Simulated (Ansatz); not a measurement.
input.yaml (Ansatz)

```yaml
crystal:
  lattice:
    - [-2.9323979427, 2.8107993754, 1.4811367919]
    - [2.8107993754, -2.9323979427, 1.4811367919]
    - [2.8261833632, 2.8261833632, -1.7038447905]
  atoms:
    - { symbol: Hg, position: [0.9959007359, 0.0040992641, 1.0] }
    - { symbol: Hg, position: [0.7540992641, 0.2459007359, 0.5] }
hamiltonian:
  xc: lda
  pseudopotentials:
    kind: paw
    azcp:
      Hg: "pseudopotentials/Hg.paw.azcp"
basis:
  ecutwfc: 420
  fft_grid_basis: typed
kpoints:
  mp_grid: { grid: [20, 20, 13], shift: [0, 0, 0] }
magnetization:
  spin_polarized: false
scf:
  occupations: { method: fermi_dirac, width: 0.1 }
output:
  write_density: true
  write_potential: true
  elf: true
  volumetric_format: npy
```

Output

```
Warning: the record states the generating functional pbe (its physics header spells it `PBE`), which answers neither for hamiltonian.xc's functional nor for the lda family's — results may be inconsistent (PPs are generated against a specific XC)
Engine: ansatz 0.2.0, aarch64-unknown-linux-gnu
Pseudopotentials: kind: paw
Pseudopotential: Hg, paw, valence charge 20, recommended cutoff 420 eV (normal) 
Functional definition: SPW92
  exchange = slater_x
  correlation = pw_c
Crystal: 2 atoms, lattice volume = 46.892 Å³
Basis set: ecut = 420 eV, 901 PW (Γ)
Bands: 24, of which v1, the nominal top of the filled ones, is band 20 counted from 1 (19 counted from 0)
Symmetry: 4 space group operations
Space group: C2/c (ITA 15), of the structure as read, at distance tolerance 3.6e-5 Å
k-points: 1371 of 5200
Non-local potential: Hg, projectors of the file, l = 0: 3, l = 1: 2, l = 2: 2, l = 3: 1
PAW form: soft (Blöchl's): semilocal exchange-correlation on the pseudo side does not see the compensation charge
PAW frozen core: Hg, regenerated for the run's functional, and the local potential with it (the file was generated under x = pbe(κ = 0.804, μ = 0.2195149727645171), c = pbe(β = 0.06672455060314922))
PAW one-centre angular grid: Hg, 590 points (default); XC on 64 Gauss nodes
Initial density: superposition of atomic densities (neutral atoms: chi_scale 0, normalization atom), corrected by the library's trained network
Initial wavefunctions: pseudopotential atomic-orbital guess
Functional: x = slater, c = lda
SCF iter   1: F=—  HF=-27044.863662 eV  |F-HF|=—  |Δ(HF+E_count)|=         —  Δρ=4.95e-3  dr2=6.93e-3  ethr=1.77e-3  ⟨swp⟩=5.7  Hψ=128242  notcnv=0
SCF iter   2: F=—  HF=-27044.863014 eV  |F-HF|=—  |Δ(HF+E_count)|=   6.47e-4  Δρ=2.45e-3  dr2=1.34e-3  ethr=1.73e-5  ⟨swp⟩=2.1  Hψ=55930  notcnv=0
SCF iter   3: F=—  HF=-27044.862623 eV  |F-HF|=—  |Δ(HF+E_count)|=   3.91e-4  Δρ=5.09e-4  dr2=5.61e-5  ethr=3.34e-6  ⟨swp⟩=2.0  Hψ=45212  notcnv=0
SCF iter   4: F=—  HF=-27044.862626 eV  |F-HF|=—  |Δ(HF+E_count)|=   3.12e-6  Δρ=8.64e-5  dr2=5.31e-6  ethr=1.40e-7  ⟨swp⟩=2.0  Hψ=49774  notcnv=0
SCF iter   5: F=—  HF=-27044.862626 eV  |F-HF|=—  |Δ(HF+E_count)|=   3.24e-7  Δρ=3.17e-5  dr2=4.08e-7  ethr=1.33e-8  ⟨swp⟩=2.0  Hψ=48108  notcnv=0
SCF iter   6: F=-27044.862626 eV  HF=-27044.862626 eV  |F-HF|=8.96e-9  |Δ(HF+E_count)|=   6.87e-8  Δρ=5.94e-6  dr2=1.99e-8  ethr=2.50e-10  ⟨swp⟩=3.0  Hψ=73580  notcnv=0
SCF 1 converged in 6 iterations: F = -27044.862626 eV  dr2 = 1.99e-8
SCF converged after 6 iterations
Free energy (F): -27044.862626 eV
Harris-Foulkes:  -27044.862626 eV  (|F-HF|=8.96e-9)
Internal energy: -27044.843700 eV  (E = F + TS)
E sigma→0 (E₀):  -27044.853163 eV
Entropy (-TS):   -0.018926 eV (-9.463 meV/atom)
Fermi energy:    14.670973 eV
--- Per-component energies (eV) ---
  E_band       = -788.880768
  E_kinetic    = 1210.492201
  E_local      = -5094.317118  (includes V_loc(G=0)·N_el)
  E_nonlocal   = 159.903814
  E_hartree    = 2178.562979
  E_xc         = -439.047353
  E_vxc        = -525.453564  (∫ρ·V_xc dr)
  E_paw        = -19310.638785  (= ΣΔE_a)
  E_vpaw       = -896.623729  (= ΣTr[D̂ρ^β])
  E_aug_tail   = 0.001708  (compensation charges beyond the density's cutoff)
  E_ewald      = -5750.953331
  E_core_change = 1.152185  (= ΣΔE_core)
  E_smearing   = -0.018926  (= −TS)
  E_closure    = 0.000000  (closes the sum)
  Σ components = -27044.862626   (vs F -27044.862626, Δ=0.00e0)
--- Band table (eV; the first three rows and the last of 1371) ---
  k-point 0: bands = ["-100.4799", "-100.4756", "-48.8006", "-48.7940", "-48.7395", "-48.7375", "-48.7368", "-48.7362", "5.3045", "6.4474", "6.5198", "6.6161", "6.8310", "8.2710", "8.2732", "8.3277", "8.3556", "8.7691", "9.3043", "15.9335", "16.4537", "16.6899", "22.9111", "25.8760"]
  k-point 1: bands = ["-100.4798", "-100.4757", "-48.7998", "-48.7932", "-48.7414", "-48.7376", "-48.7368", "-48.7358", "5.3711", "6.4546", "6.5552", "6.6239", "6.8260", "8.2307", "8.2444", "8.3663", "8.3962", "8.7477", "9.2449", "15.2965", "16.0757", "17.6855", "23.1854", "25.5117"]
  k-point 2: bands = ["-100.4797", "-100.4759", "-48.7974", "-48.7909", "-48.7451", "-48.7398", "-48.7370", "-48.7348", "5.5662", "6.4750", "6.6288", "6.6792", "6.8161", "8.1640", "8.2083", "8.4163", "8.4654", "8.6867", "9.0922", "13.9805", "16.4826", "18.5306", "23.9932", "24.5899"]
  k-point 1370: bands = ["-100.4778", "-100.4777", "-48.8034", "-48.8029", "-48.7392", "-48.7382", "-48.7314", "-48.7313", "6.3760", "6.3811", "6.8187", "6.8460", "8.0011", "8.0051", "8.3060", "8.3067", "8.4018", "8.4046", "11.7289", "11.9831", "12.7220", "12.9941", "26.2293", "26.5077"]
```
